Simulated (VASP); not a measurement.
# C3H4 in VASP: notebook, part 2 of 2

VASP 6.6.1.

## Step 4: Single point, RPBE

The input, INCAR:

```
PREC = Accurate ; ENCUT = 400
EDIFF = 1E-6 ; ISMEAR = 0
SIGMA = 0.01 ; LREAL = False
LASPH = True ; NELM = 100
ALGO = Normal ; ISIF = 2
LWAVE = False ; LCHARG = False
GGA = RP ; NBANDS = 17
ISYM = 0
```

The input, KPOINTS:

```
regular mesh
0
Gamma
  1 1 1
```

The input, POSCAR:

```
H4C3                                    
1.0
   14.1932882215      0.0000000000      0.0000000000
    0.0000000000     14.6932882215      0.0000000000
    0.0000000000      0.0000000000     15.1932882215
  C               H             
     3     4
Selective dynamics
Direct
     0.4283722568000030    0.5003021098000033    0.5888092642999965   F   F   F
     0.4797024680509985    0.5024928116834171    0.5251943961518177   T   T   T
     0.5412551166375914    0.5051765132198800    0.4488610420483469   T   T   T
     0.3830355647904786    0.4983833092839396    0.6450084992641895   T   T   T
     0.5417121895066972    0.5733550684305678    0.4188136608371473   T   T   T
     0.5181423883288152    0.4563259683520507    0.3983415548913434   T   T   T
     0.6142235348573188    0.4880677899752340    0.4670002067671631   T   T   T
```

Launch:

```bash
> cat potpaw_PBE.64/C/POTCAR potpaw_PBE.64/H/POTCAR > POTCAR
> mpirun -np 4 vasp_gam > vasp.out
```

Wall time 37 s (4 MPI ranks of AMD EPYC 9R45 (Zen 5), shared host); peak memory 0.52 GiB.

It converged, with:

| Property | Result |
| --- | --- |
| Free energy | -39.2067 eV |
| Largest force | 0.357 eV/Å |
| Gap between the frontier levels | 5.81 eV |

Forces on the atoms (eV/Å):
```
C   -0.215 -0.010  0.285
C    0.060  0.003 -0.080
C    0.130  0.007 -0.178
H   -0.016 -0.001  0.022
H    0.005  0.034 -0.021
H   -0.007 -0.024 -0.031
H    0.042 -0.009  0.005
```

Levels at points of the mesh, in eV from the valence-band top:
```csv
k point,band 6,band 7,band 8,band 9,band 10,band 11
"(0.00, 0.00, 0.00)",-4.10,0.00,0.00,5.81,6.37,6.39
```

Caveat: the cutoff is under 1.25 times the usual one of these potentials, so pressure, stress and relaxed cells hold a basis-set (Pulay) error; the standard files for N, O and F lose accuracy on very short bonds; the PAW data sets were made with another functional, which shifts forces and pressure a little.

## Step 5: Single point, RPBE+D3(BJ)

Edit INCAR of step 4 so:

```diff
@@ -6,3 +6,3 @@
 LWAVE = False ; LCHARG = False
-GGA = RP ; NBANDS = 17
-ISYM = 0
+GGA = RP ; IVDW = 12
+NBANDS = 17 ; ISYM = 0
```

KPOINTS is that of step 4.

POSCAR is that of step 4.

Potentials or basis: VASP PAW PBE potentials, release 64 (C, H).

Launch:

```bash
> cat potpaw_PBE.64/C/POTCAR potpaw_PBE.64/H/POTCAR > POTCAR
> mpirun -np 4 vasp_gam > vasp.out
```

OUTCAR:

```text
PREC = Accurate
   ENCUT = 400
   EDIFF = 1E-6
   ISMEAR = 0
   LREAL = False
   LASPH = True
   NELM = 100
   ISIF = 2
   GGA = RP
   IVDW = 12
   ISYM = 0
 IVDW          = 12

 ion  position               nearest neighbor table
   1  0.428  0.500  0.589-   4 1.07   2 1.21
   2  0.480  0.502  0.525-   1 1.21   3 1.45
   3  0.541  0.505  0.449-   7 1.10   6 1.10   5 1.10   2 1.45
   4  0.383  0.498  0.645-   1 1.07
   5  0.542  0.573  0.419-   3 1.10
   6  0.518  0.456  0.398-   3 1.10
   7  0.614  0.488  0.467-   3 1.10

IMPORTANT INFORMATION: All symmetrisations will be switched off!
NOSYMM: (Re-)initialisation of all symmetry stuff for point group C_1.

----------------------------------------------------------------------------------------

                                     Primitive cell

  volume of cell :    3168.5006

  direct lattice vectors                    reciprocal lattice vectors
    14.193288221  0.000000000  0.000000000     0.070455837  0.000000000  0.000000000
     0.000000000 14.693288221  0.000000000     0.000000000  0.068058285  0.000000000
     0.000000000  0.000000000 15.193288221     0.000000000  0.000000000  0.065818537

  length of vectors
    14.193288221 14.693288221 15.193288221     0.070455837  0.068058285  0.065818537

  position of ions in fractional coordinates (direct lattice)
     0.428372257  0.500302110  0.588809264
     0.479702468  0.502492812  0.525194396
     0.541255117  0.505176513  0.448861042
     0.383035565  0.498383309  0.645008499
     0.541712190  0.573355068  0.418813661
     0.518142388  0.456325968  0.398341555
     0.614223535  0.488067790  0.467000207

  ion indices of the primitive-cell ions
   primitive index   ion index
                 1           1
                 2           2
                 3           3
                 4           4
                 5           5
                 6           6
[... 71 lines left out ...]
  Fermi-wavevector in a.u.,A,eV,Ry     =   0.280865  0.530757  1.073294  0.078885
  Thomas-Fermi vector in A             =   1.130062
   LORBIT       =      0    0 simple, 1 ext, 2 COOP (PROOUT), +10 PAW based schemes
   GGA     = RP    functional components
   LHFCALC =     F    Hartree Fock is set to
   AEXX    =    0.0000 exact exchange contribution
   IVDW    =    12    specifies the selected vdW correction
   LEPSILON=     F    determine dielectric tensor
   LRPA    =     F    only Hartree local field effects (RPA)
 non-spin polarized calculation
 Gauss-broadening in eV      SIGMA  =   0.01
  energy-cutoff  :      400.00
  volume of cell :     3168.50
 maximum number of plane-waves:     28781
 NGX is ok and might be reduce to    96
   NGX = 47   NGY = 47   NGZ = 49

 number of electron      16.0000004 magnetization

 Free energy of the ion-electron system (eV)
  ---------------------------------------------------
  ext. energy  EPLUGINS =         0.00000000
  ---------------------------------------------------
  free energy    TOTEN  =       -39.20672945 eV

  energy without entropy =      -39.20672945  energy(sigma->0) =      -39.20672945

 E-fermi :  -6.2720     XC(G=0):  -0.3947

 val. band max:       -6.3657040811   @ k =   0.0000   0.0000   0.0000
 cond. band min:      -0.5521461895   @ k =   0.0000   0.0000   0.0000
 fundamental gap:      5.8135578916
 Fermi energy:        -6.2720221387

 k-point     1 :       0.0000    0.0000    0.0000
  band No.  band energies     occupation
      1     -19.2884      2.00000
      2     -17.2174      2.00000
      3     -12.8633      2.00000
      4     -11.0090      2.00000
      5     -10.4662      2.00000
      6     -10.4657      2.00000
[... 12 lines left out ...]
     19       1.0216      0.00000
     20       1.0417      0.00000

------------------------ aborting loop because EDIFF is reached ----------------------------------------

 Edisp (eV)   -0.49951

 E8    (eV) :    -0.2188

  FORCE on cell =-STRESS in cart. coord.  units (eV):
  Direction    XX          YY          ZZ          XY          YZ          ZX
  --------------------------------------------------------------------------------------
  -------------------------------------------------------------------------------------
  Total      -0.39699    -0.62287    -0.22991     0.01044    -0.01395    -0.29272
  in kB      -0.20074    -0.31496    -0.11626     0.00528    -0.00705    -0.14802
  external pressure =       -0.21 kB  Pullay stress =        0.00 kB

 VOLUME and BASIS-vectors are now :
 -----------------------------------------------------------------------------
  energy-cutoff  :      400.00
  volume of cell :     3168.50
      direct lattice vectors                 reciprocal lattice vectors
    14.193288221  0.000000000  0.000000000     0.070455837  0.000000000  0.000000000
     0.000000000 14.693288221  0.000000000     0.000000000  0.068058285  0.000000000
     0.000000000  0.000000000 15.193288221     0.000000000  0.000000000  0.065818537

 POSITION                                       TOTAL-FORCE (eV/Angst)
 -----------------------------------------------------------------------------------
      6.08001      7.35108      8.94595        -0.164509     -0.007415      0.217862
      6.80856      7.38327      7.97943         0.077980      0.003858     -0.103963
      7.68219      7.42270      6.81968         0.093199      0.005719     -0.129049
      5.43653      7.32289      9.79980         0.000519     -0.000686     -0.000391
      7.68868      8.42447      6.36316        -0.006153      0.014640      0.002218
      7.35414      6.70493      6.05212        -0.012241     -0.011278     -0.001615
      8.71785      7.17132      7.09527         0.011206     -0.004838      0.014937
 -----------------------------------------------------------------------------------
    total drift:                               -0.000274     -0.000331      0.000289

  FREE ENERGIE OF THE ION-ELECTRON SYSTEM (eV)
  ---------------------------------------------------
  free  energy   TOTEN  =       -39.7062378185 eV

  energy  without entropy=      -39.7062378185  energy(sigma->0) =      -39.70623782
```

stdout:

```text
POSCAR found type information on POSCAR C H
 POSCAR found :  2 types and       7 ions
 scaLAPACK will be used
 -----------------------------------------------------------------------------
|                                                                             |
|                                                                             |
[... 19 lines left out ...]
|     I found NBANDS = 17. Now, NBANDS = 20.                                  |
|                                                                             |
 -----------------------------------------------------------------------------

 POSCAR, INCAR and KPOINTS ok, starting setup
 FFT: planning ... GRIDC
 FFT: planning ... GRID_SOFT
 FFT: planning ... GRID
 WAVECAR not read
 entering main loop
```

It took 38 s on 4 MPI ranks of AMD EPYC 9R45 (Zen 5), shared host; peak memory 0.53 GiB.

What came out:

| Property | Result |
| --- | --- |
| Free energy | -39.7062 eV |
| Largest force | 0.273 eV/Å |
| Gap between the frontier levels | 5.81 eV |
| Dispersion energy per atom | -0.071 eV |

Forces on the atoms (eV/Å):
```
C   -0.165 -0.007  0.218
C    0.078  0.004 -0.104
C    0.093  0.006 -0.129
H    0.001 -0.001  0.000
H   -0.006  0.015  0.002
H   -0.012 -0.011 -0.002
H    0.011 -0.005  0.015
```

Levels at points of the mesh, in eV from the valence-band top:
| k point | band 6 | band 7 | band 8 | band 9 | band 10 | band 11 |
| --- | --- | --- | --- | --- | --- | --- |
| (0.00, 0.00, 0.00) | -4.10 | 0.00 | 0.00 | 5.81 | 6.37 | 6.39 |

Caveat: the cutoff is under 1.25 times the usual one of these potentials, so pressure, stress and relaxed cells hold a basis-set (Pulay) error; the standard files for N, O and F lose accuracy on very short bonds; the PAW data sets were made with another functional, which shifts forces and pressure a little.

## Step 6: Overview

| task | level | cell | atoms held fixed (from 0) | gap on the mesh (eV) | largest force (eV/Å) |
| --- | --- | --- | --- | --- | --- |
| relaxation of the atoms | PBE+D3(BJ) | atoms relaxed | [0] | 5.93 | - |
| single point | PBE | as given | - | 5.93 | 0.01 |
| single point | RPBE | as given | - | 5.81 | 0.36 |
| single point | RPBE+D3(BJ) | as given | - | 5.81 | 0.27 |

Alike in all rows: potentials or basis VASP PAW PBE potentials, release 64 (C, H); no spin polarisation; k mesh 1 × 1 × 1; cutoff (eV) 400; smearing gaussian 0.01 eV.

On the cell as given the gap runs from 5.81 eV (RPBE) to 5.93 eV (PBE).

Caveats: the cutoff is under 1.25 times the usual one of these potentials, so pressure, stress and relaxed cells hold a basis-set (Pulay) error; the standard files for N, O and F lose accuracy on very short bonds; the PAW data sets were made with another functional, which shifts forces and pressure a little (some runs).

Absolute energies hang on the potentials; compare differences alone.
